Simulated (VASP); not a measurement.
# Tl (P6_3/mmc) in VASP: further runs

One crystal, Tl, is run at these levels: PBEsol; tasks: single point.

Everything below comes from runs of VASP 6.6.1. Logs are shortened: lines on timing, memory, paths and dates and some standing lists are left out, and cuts for length are marked.

## 1. Starting point

The structure is hexagonal, space group P6_3/mmc (No. 194). Conventional cell: a = 3.456 Å, b = 3.456 Å, c = 5.525 Å, α = 90.00°, β = 90.00°, γ = 120.00°. Tl (site symmetry -6m2) has 12 Tl at 3.41 to 3.46 Å as nearest neighbours.

## 2. Single point, PBEsol

INCAR

```
PREC = Normal ; ENCUT = 450
EDIFF = 1E-6 ; ISMEAR = 1
SIGMA = 0.1 ; LREAL = False
LASPH = True ; NELM = 100
ALGO = Normal ; ISIF = 2
LWAVE = False ; LCHARG = False
GGA = PS ; NBANDS = 20
ADDGRID = False
```

KPOINTS

```
regular mesh
0
Gamma
  6 6 4
```

POSCAR

```
Tl
1.0
    3.4560000000      0.0000000000      0.0000000000
   -1.7280000000      2.9929837955      0.0000000000
    0.0000000000      0.0000000000      5.5250000000
Tl
2
Direct
    0.6666666667      0.3333333333      0.7500000000
    0.3333333333      0.6666666667      0.2500000000
```

Potentials or basis: VASP PAW PBE potentials, release 64 (Tl_d).

Launch:

```console
cat potpaw_PBE.64/Tl_d/POTCAR > POTCAR
mpirun -np 1 vasp_std > vasp.out
```

OUTCAR:

```text
PREC = Normal
   ENCUT = 450
   EDIFF = 1E-6
   ISMEAR = 1
   LREAL = False
   LASPH = True
   NELM = 100
   ISIF = 2
   GGA = PS

 Found     21 irreducible k-points:

 Following reciprocal coordinates:
            Coordinates               Weight
  0.000000  0.000000  0.000000      1.000000
  0.166667  0.000000  0.000000      6.000000
  0.333333  0.000000  0.000000      6.000000
  0.500000  0.000000  0.000000      3.000000
  0.166667  0.166667  0.000000      6.000000
  0.333333  0.166667  0.000000     12.000000
   k-points           NKPTS =     21   k-points in BZ     NKDIM =     21   number of bands    NBANDS=     20
   number of dos      NEDOS =    301   number of ions     NIONS =      2
   total plane-waves  NPLWV =   9720
   dimension x,y,z NGX =    18 NGY =   18 NGZ =   30
   dimension x,y,z NGXF=    36 NGYF=   36 NGZF=   60
   ions per type =               2
   NGX,Y,Z   is equivalent  to a cutoff of   8.66,  8.66,  9.03 a.u.
   NGXF,Y,Z  is equivalent  to a cutoff of  17.32, 17.32, 18.05 a.u.
 SYSTEM =  unknown system
   PREC   = normal    normal or accurate (medium, high low for compatibility)
   ISTART =      0    job   : 0-new  1-cont  2-samecut
   ICHARG =      2    charge: 1-file 2-atom 10-const
   ISPIN  =      1    spin polarized calculation?
   LNONCOLLINEAR =      F non collinear calculations
   LSORBIT =      F    spin-orbit coupling
   LASPH  =      T    aspherical Exc in radial PAW
   ENCUT  =  450.0 eV  33.07 Ry    5.75 a.u.   5.98  5.98  9.56*2*pi/ulx,y,z
   NELM   =    100;   NELMIN=  2; NELMDL= -5     # of ELM steps
   EDIFF  = 0.1E-05   stopping-criterion for ELM
   LREAL  =      F    real-space projection
   EDIFFG = 0.1E-04   stopping-criterion for IOM
   NSW    =      0    number of steps for IOM
   IBRION =     -1    ionic relax: 0-MD 1-quasi-New 2-CG
   NFREE  =      0    steps in history (QN), initial steepest desc. (CG)
   ISIF   =      2    stress and relaxation
   ISYM   =      2    0-nonsym 1-usesym 2-fastsym
   POTIM  = 0.5000    time-step for ionic-motion
   TEBEG  =    0.0;   TEEND  =   0.0 temperature during run
   PSTRESS=    0.0 pullay stress
   NELECT =      26.0000    total number of electrons
   NUPDOWN=      -1.0000    fix difference up-down
   EMIN   =  10.00;   EMAX   =-10.00  energy-range for DOS
   EFERMI =   0.00;   METHOD = LEGACY
   ISMEAR =     1;   SIGMA  =   0.10  broadening in eV -4-tet -1-fermi 0-gaus
   EFERMI_NEDOS =   21; number of points for ismear=-14 and -15
   IALGO  =     38    algorithm
   IMIX   =      4    mixing-type and parameters
     AMIX     =   0.40;   BMIX     =  1.00
     AMIX_MAG =   1.60;   BMIX_MAG =  1.00
  volume/ion in A,a.u.               =      28.57       192.83
  Fermi-wavevector in a.u.,A,eV,Ry     =   1.259107  2.379366 21.569987  1.585349
  Thomas-Fermi vector in A             =   2.392683
   LORBIT       =      0    0 simple, 1 ext, 2 COOP (PROOUT), +10 PAW based schemes
   GGA     = PS    functional components
   LHFCALC =     F    Hartree Fock is set to
   AEXX    =    0.0000 exact exchange contribution
   IVDW    =     0    specifies the selected vdW correction
   LEPSILON=     F    determine dielectric tensor
   LRPA    =     F    only Hartree local field effects (RPA)
 non-spin polarized calculation
 Methfessel and Paxton  Order N= 1 SIGMA  =   0.10
  energy-cutoff  :      450.00
  volume of cell :       57.15
 maximum number of plane-waves:      1254
   NGX = 11   NGY = 11   NGZ = 19

 number of electron      25.9999944 magnetization

 Free energy of the ion-electron system (eV)
  ---------------------------------------------------
  ext. energy  EPLUGINS =         0.00000000
  ---------------------------------------------------
  free energy    TOTEN  =        -5.23408607 eV

  energy without entropy =       -5.23239365  energy(sigma->0) =       -5.23352193

 E-fermi :   6.4269     XC(G=0): -10.3717

 val. band max:        6.3716840854   @ k =   0.1667   0.0000   0.2500
 cond. band min:       6.4376071390   @ k =   0.3333   0.3333   0.2500
 fundamental gap:      0.0659230536
 Fermi energy:         6.4269486327

 k-point     1 :       0.0000    0.0000    0.0000
  band No.  band energies     occupation
      1      -5.3569      2.00000
      2      -5.1194      2.00000
      3      -5.1080      2.00000
      4      -5.1080      2.00000
      5      -5.0538      2.00000
      6      -5.0538      2.00000
[... 12 lines left out ...]
     19      17.1966      0.00000
     20      17.3054      0.00000

 k-point     2 :       0.1667    0.0000    0.0000
  band No.  band energies     occupation
      1      -5.3095      2.00000
      2      -5.1660      2.00000
      3      -5.0728      2.00000
      4      -5.0537      2.00000
      5      -5.0329      2.00000
      6      -4.9953      2.00000
[... 12 lines left out ...]
     19      16.7548      0.00000
     20      18.2229      0.00000

 k-point     3 :       0.3333    0.0000    0.0000
  band No.  band energies     occupation
      1      -5.4161      2.00000
      2      -5.2271      2.00000
      3      -5.2016      2.00000
      4      -5.1174      2.00000
      5      -4.9786      2.00000
      6      -4.8815      2.00000
[... 12 lines left out ...]
     19      15.3049      0.00000
     20      16.7077      0.00000

 k-point     4 :       0.5000    0.0000    0.0000
  band No.  band energies     occupation
      1      -5.4800      2.00000
      2      -5.3219      2.00000
      3      -5.2514      2.00000
      4      -5.1555      2.00000
      5      -4.9300      2.00000
      6      -4.9139      2.00000
[... 12 lines left out ...]
     19      14.6028      0.00000
     20      16.1659      0.00000

 k-point     5 :       0.1667    0.1667    0.0000
  band No.  band energies     occupation
      1      -5.2494      2.00000
      2      -5.2405      2.00000
      3      -5.1781      2.00000
      4      -5.0985      2.00000
      5      -5.0038      2.00000
      6      -4.9197      2.00000
[... 12 lines left out ...]
     19      15.6868      0.00000
     20      17.7464      0.00000

 k-point     6 :       0.3333    0.1667    0.0000
  band No.  band energies     occupation
      1      -5.3385      2.00000
      2      -5.3262      2.00000
      3      -5.1617      2.00000
      4      -5.1209      2.00000
      5      -4.9398      2.00000
      6      -4.9312      2.00000
[... 12 lines left out ...]
     19      14.4117      0.00000
     20      17.5522      0.00000

 [... further k-points ...]
[... 5 lines left out ...]
  --------------------------------------------------------------------------------------
  -------------------------------------------------------------------------------------
  Total       -0.3696723     -0.3696723      0.6832237      0.0000000     -0.0000000      0.0000000
  in kB      -10.3637540    -10.3637540     19.1541611      0.0000000     -0.0000000      0.0000000
  external PRESSURE =      -0.5244490 kB  Pullay stress =       0.0000000 kB

 VOLUME and BASIS-vectors are now :
 -----------------------------------------------------------------------------
  energy-cutoff  :      450.00
  volume of cell :       57.15
      direct lattice vectors                 reciprocal lattice vectors
     3.456000000  0.000000000  0.000000000     0.289351852  0.167057370  0.000000000
    -1.728000000  2.992983795  0.000000000     0.000000000  0.334114739  0.000000000
     0.000000000  0.000000000  5.525000000     0.000000000  0.000000000  0.180995475

 POSITION                                       TOTAL-FORCE (eV/Angst)
 -----------------------------------------------------------------------------------
      1.72800      0.99766      4.14375        -0.000000     -0.000000      0.000000
     -0.00000      1.99532      1.38125         0.000000      0.000000      0.000000
 -----------------------------------------------------------------------------------
    total drift:                               -0.000000      0.000000     -0.000000

  FREE ENERGIE OF THE ION-ELECTRON SYSTEM (eV)
  ---------------------------------------------------
  free  energy   TOTEN  =        -5.2340860668 eV

  energy  without entropy=       -5.2323936503  energy(sigma->0) =       -5.23352193
```

Wall time 5.4 s (1 thread of AMD EPYC 9R45 (Zen 5), shared host); peak memory 0.1 GiB.

These settings aren't checked as converged: the numbers below hold their error.

What came out:

```yaml
Free_energy: -5.2341 eV
Pressure: -0.1 GPa
Band_gap_on_the_k_mesh: none (metal or under the smearing width)
```

Caveat: the PAW data sets were made with another functional, which shifts forces and pressure a little.

[end of part 1 of 2]
